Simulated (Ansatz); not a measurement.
Runs of Ansatz 0.2.0 on Sb. It takes space group I4/mcm (No. 140, tetragonal). The conventional cell has a = 8.060 Å, b = 8.060 Å, c = 4.051 Å, α = 90.00°, β = 90.00°, γ = 90.00°. Sb (site symmetry m2m) is surrounded by 7 Sb at 3.03 to 3.45 Å. This isn't the form of Sb at room conditions, which is rhombohedral.

| level | share of exact exchange | gap on the mesh (eV) | pressure (GPa) | largest force (eV/Å) |
| --- | --- | --- | --- | --- |
| r2SCAN0 form with a typed share of exact exchange | 0.1 | none | -0.2 | 0.13 |
| r2SCAN0 form with a typed share of exact exchange | 0.15 | none | (a) | 0.11 |
| r2SCAN0 | 0.25 | none | (c) | 0.09 |
| r2SCAN0 form with a typed share of exact exchange | 0.35 | none | -1.6 | 0.08 |
| r2SCAN0 form with a typed share of exact exchange | 0.5 | none | (b) | 0.06 |
| r2SCAN0 form with a typed share of exact exchange | 0 | none | 0.4 | 0.16 |

Alike in all rows: task single point; potentials or basis Ansatz PAW; no spin polarisation; cell as given; k mesh 4 × 4 × 4; cutoff (eV) 500; smearing fermi-dirac 0.05 eV; the mesh is coarse, so values aren't converged.

Question: Estimate the missing entries.

Answer: (a) -0.5; (b) -2.4; (c) -1.0.

Caveats: all runs use coarse meshes; the PAW data sets come from PBE, with cores solved anew for the run's functional, which leaves a small shift of forces and pressure; the thresholds are loose for stress (some runs).

A k mesh can miss the band edges, and the runs leave out spin-orbit coupling on Sb.

A gap of «none» marks a metal or a gap under the smearing width.
